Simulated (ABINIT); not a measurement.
# BN (F-43m) in ABINIT: settings compared

One crystal, BN, is run at these levels: TB-mBJ, r2SCAN; tasks: band structure, equation of state.

All numbers are computed with ABINIT 10.8.3 (patched build); they aren't measurements. Logs are shortened: lines on timing, memory, paths and dates and some standing lists are left out, and cuts for length are marked. The log counts tension as positive stress, the text compression.

**What was measured.**

From a printed reference work, monograph, for a bulk crystal of BN at 300 K: band gap 6.4 eV (indirect).

The results are compared with them further down.

### Step 1. Starting point

Symmetry: F-43m, No. 216, cubic system. The conventional cell has a = 3.626 Å, b = 3.626 Å, c = 3.626 Å, α = 90.00°, β = 90.00°, γ = 90.00°. Around N (site symmetry -43m) lie 4 B at 1.57 Å. Around B (site symmetry -43m) lie 4 N at 1.57 Å.

The cell is a database's computed one.

### Step 2. Band structure, TB-mBJ

File run.abi:

```
# Datasets: ground state, then fixed potential
ndtset 2

# Pseudopotentials
pp_dirpath "./"
pseudos "N.LDA_PW-JTH.xml, B.LDA_PW-JTH.xml"

# Structure
acell 3*1.0
rprim
     0.0000000000     3.4260753537     3.4260753537
     3.4260753537     0.0000000000     3.4260753537
     3.4260753537     3.4260753537     0.0000000000
ntypat 2
znucl 7 5
natom 2
typat 1 2
xred
     0.2500000000     0.2500000000     0.2500000000
     0.0000000000     0.0000000000     0.0000000000

# Plane-wave basis
ecut 31.0
pawecutdg 53.0

# Exchange and correlation
ixc -208012
usekden 1
pawxcdev 0

# Bands and occupations
occopt 3
tsmear 0.05 eV

# SCF cycle
nstep 100
diemix 0.3
optforces 0
optstress 0

# Output
iomode 3
prtwf 0
prteig 0
prtebands 0
prtden1 1
prtkden1 1

# Dataset 1
kptopt1 1
ngkpt1 13 13 13
nshiftk1 1
shiftk1 0.0 0.0 0.0
nband1 8
tolvrs1 1.0e-7

# Dataset 2: bands along G-X-W-K-G-L-U-W-L-K
iscf2 -2
getden2 1
getkden2 1
nband2 14
nbdbuf2 4
tolwfr2 1.0e-11
kptopt2 -9
ndivsm2 8
prteig2 1
kptbounds2
     0.0000000000     0.0000000000     0.0000000000
     0.5000000000     0.0000000000     0.5000000000
     0.5000000000     0.2500000000     0.7500000000
     0.3750000000     0.3750000000     0.7500000000
     0.0000000000     0.0000000000     0.0000000000
     0.5000000000     0.5000000000     0.5000000000
     0.6250000000     0.2500000000     0.6250000000
     0.5000000000     0.2500000000     0.7500000000
     0.5000000000     0.5000000000     0.5000000000
     0.3750000000     0.3750000000     0.7500000000
```

Potentials or basis: JTH PAW LDA v2.0.

Command:

```bash
$ abinit run.abi > log 2>&1
```

run.abo:

```text
.Version 10.8.3 of ABINIT
 DATASET    1 : space group F-4 3 m (#216); Bravais cF (face-center cubic)
================================================================================
 Values of the parameters that define the memory need for DATASET  1.
     intxc =       0    ionmov =       0      iscf =       7    lmnmax =       8
     lnmax =       4     mgfft =      27  mpssoang =       2    mqgrid =    3001
     natom =       2  nloc_mem =       2    nspden =       1   nspinor =       1
    nsppol =       1      nsym =      24    n1xccc =       1    ntypat =       2
    occopt =       3   xclevel =       2
       mpw =         676          nfft =       19683          nkpt =          84
 PAW method is used; the additional fine FFT grid is defined by:
   mgfftf=        32    nfftf =     32768
================================================================================
================================================================================

 DATASET    2 : space group F-4 3 m (#216); Bravais cF (face-center cubic)
================================================================================
 Values of the parameters that define the memory need for DATASET  2.
     intxc =       0    ionmov =       0      iscf =      -2    lmnmax =       8
     lnmax =       4     mgfft =      27  mpssoang =       2    mqgrid =    3001
     natom =       2  nloc_mem =       2    nspden =       1   nspinor =       1
    nsppol =       1      nsym =      24    n1xccc =       1    ntypat =       2
    occopt =       3   xclevel =       2
       mpw =         684          nfft =       19683          nkpt =         139
 PAW method is used; the additional fine FFT grid is defined by:
   mgfftf=        32    nfftf =     32768
================================================================================
================================================================================

--------------------------------------------------------------------------------
------------- Echo of variables that govern the present computation ------------
--------------------------------------------------------------------------------
 -outvars: echo values of preprocessed input variables --------
            acell      1.0000000000E+00  1.0000000000E+00  1.0000000000E+00 Bohr
              amu      1.40067400E+01  1.08110000E+01
           diemix      3.00000000E-01
             ecut      3.10000000E+01 Hartree
           getden1          0
           getden2          1
          getkden1          0
          getkden2          1
             iscf1          7
             iscf2         -2
                       outvar_i_n : Printing only first  50 k-points.
              ixc     -208012
           jdtset        1    2
                       outvar_i_n : Printing only first  50 k-points.
           kptopt1          1
           kptopt2         -9
         kptrlatt       13    0    0      0   13    0      0    0   13
          kptrlen1     6.29876290E+01
[... 1152 lines left out ...]

================================================================================

 ----iterations are completed or convergence reached----

 Mean square residual over all n,k,spin=   35.766E-13; max=  99.032E-13
 reduced coordinates (array xred) for    2 atoms
       0.250000000000      0.250000000000      0.250000000000
       0.000000000000      0.000000000000      0.000000000000

 cartesian coordinates (angstrom) at end:
    1      0.90650049939226     0.90650049939226     0.90650049939226
    2      0.00000000000000     0.00000000000000     0.00000000000000
 length scales=  1.000000000000  1.000000000000  1.000000000000 bohr
              =  0.529177210544  0.529177210544  0.529177210544 angstroms
 Eigenvalues (hartree) for nkpt= 139  k points:
 kpt#   1, nband= 14, wtk=  1.00000, kpt=  0.0000  0.0000  0.0000 (reduced coord)
  -0.44029    0.31274    0.31274    0.31274    0.69306    0.69306    0.69306    0.73123
   1.28359    1.33421    1.33421    1.40967    1.40967    1.40967
 kpt#   2, nband= 14, wtk=  1.00000, kpt=  0.0217  0.0000  0.0217 (reduced coord)
  -0.43974    0.31115    0.31143    0.31143    0.69177    0.69494    0.69494    0.73338
   1.28273    1.31471    1.33499    1.41115    1.41115    1.42959
 kpt#   3, nband= 14, wtk=  1.00000, kpt=  0.0435  0.0000  0.0435 (reduced coord)
  -0.43810    0.30646    0.30757    0.30757    0.68836    0.70050    0.70050    0.73926
   1.26453    1.29663    1.33734    1.41559    1.41559    1.46416
 kpt#   4, nband= 14, wtk=  1.00000, kpt=  0.0652  0.0000  0.0652 (reduced coord)
  -0.43537    0.29887    0.30141    0.30141    0.68359    0.70945    0.70945    0.74778
   1.22489    1.29937    1.34124    1.42298    1.42298    1.49736
 kpt#   5, nband= 14, wtk=  1.00000, kpt=  0.0870  0.0000  0.0870 (reduced coord)
  -0.43156    0.28876    0.29337    0.29337    0.67789    0.72142    0.72142    0.75798
   1.18369    1.30646    1.34671    1.43330    1.43330    1.52577
 kpt#   6, nband= 14, wtk=  1.00000, kpt=  0.1087  0.0000  0.1087 (reduced coord)
  -0.42668    0.27644    0.28383    0.28383    0.67142    0.73597    0.73597    0.76894
[... 386 lines left out ...]
  -0.26342   -0.00942    0.09621    0.19396    0.65303    0.87467    0.90097    0.94157
   1.07321    1.29561    1.37121    1.57520    1.76067    1.87288
 kpt# 136, nband= 14, wtk=  1.00000, kpt=  0.4018  0.4018  0.6964 (reduced coord)
  -0.25836    0.00063    0.07812    0.18760    0.64237    0.87251    0.92024    0.95343
   1.06107    1.29826    1.37208    1.60934    1.77614    1.87061
 kpt# 137, nband= 14, wtk=  1.00000, kpt=  0.3929  0.3929  0.7143 (reduced coord)
  -0.25390    0.01060    0.06258    0.18179    0.63261    0.86095    0.93770    0.97187
   1.05238    1.30492    1.37216    1.63686    1.78698    1.87155
 kpt# 138, nband= 14, wtk=  1.00000, kpt=  0.3839  0.3839  0.7321 (reduced coord)
  -0.25046    0.01860    0.05199    0.17666    0.62378    0.84538    0.95267    0.98983
   1.04863    1.31604    1.37139    1.65385    1.79152    1.88190
 kpt# 139, nband= 14, wtk=  1.00000, kpt=  0.3750  0.3750  0.7500 (reduced coord)
  -0.24849    0.02011    0.05137    0.17230    0.61593    0.82853    0.96463    1.00055
   1.05357    1.33179    1.36982    1.65950    1.78829    1.89944

== END DATASET(S) ==============================================================
================================================================================

 -outvars: echo values of variables after computation  --------
            acell      1.0000000000E+00  1.0000000000E+00  1.0000000000E+00 Bohr
           etotal1    -9.3209789234E+00
            fcart1     9.9999999999E+99  9.9999999999E+99  9.9999999999E+99
                       9.9999999999E+99  9.9999999999E+99  9.9999999999E+99
            rprim      0.0000000000E+00  3.4260753537E+00  3.4260753537E+00
                       3.4260753537E+00  0.0000000000E+00  3.4260753537E+00
                       3.4260753537E+00  3.4260753537E+00  0.0000000000E+00
           strten1     9.9999999999E+99  9.9999999999E+99  9.9999999999E+99
                       9.9999999999E+99  9.9999999999E+99  9.9999999999E+99
           xangst      9.0650049939E-01  9.0650049939E-01  9.0650049939E-01
                       0.0000000000E+00  0.0000000000E+00  0.0000000000E+00
             xred      2.5000000000E-01  2.5000000000E-01  2.5000000000E-01
                       0.0000000000E+00  0.0000000000E+00  0.0000000000E+00
 Calculation completed.
```

Run time: 4.6 min. Hardware: 1 thread of AMD EPYC 7R43 (Zen 3), shared host; peak memory 0.12 GiB.

What came out:

```
Band gap on the k mesh                                : 5.96 eV, indirect (least direct gap 10.35 eV)
Band gap along the path                               : 5.89 eV, indirect (least direct gap 10.35 eV)
Valence electrons inside the program's atomic spheres : N 2.74; B 1.98
```

Levels at the corners of the path, in eV from the valence-band top:
```
point  band 1  band 2  band 3  band 4  band 5  band 6  band 7  band 8
    Γ  -20.49    0.00    0.00    0.00   10.35   10.35   10.35   11.39
    X  -15.30   -8.70   -4.61   -4.61    5.89   10.25   20.15   20.15
    W  -15.08   -7.50   -6.52   -5.95   10.94   14.97   15.84   15.94
    K  -15.27   -7.96   -7.11   -3.82    8.25   14.04   17.74   18.72
    Γ  -20.49    0.00    0.00    0.00   10.35   10.35   10.35   11.39
    L  -16.61  -10.20   -1.81   -1.81   11.04   12.19   12.19   17.23
    U  -15.27   -7.96   -7.11   -3.82    8.25   14.04   17.74   18.72
    W  -15.08   -7.50   -6.52   -5.95   10.94   14.97   15.84   15.94
    L  -16.61  -10.20   -1.81   -1.81   11.04   12.19   12.19   17.23
    K  -15.27   -7.96   -7.11   -3.82    8.25   14.04   17.74   18.72
```

Caveat: the constant c of TB-mBJ comes from the pseudo density here, which moves gaps by up to 0.3 eV between sets of potentials.

[end of part 1 of 2]
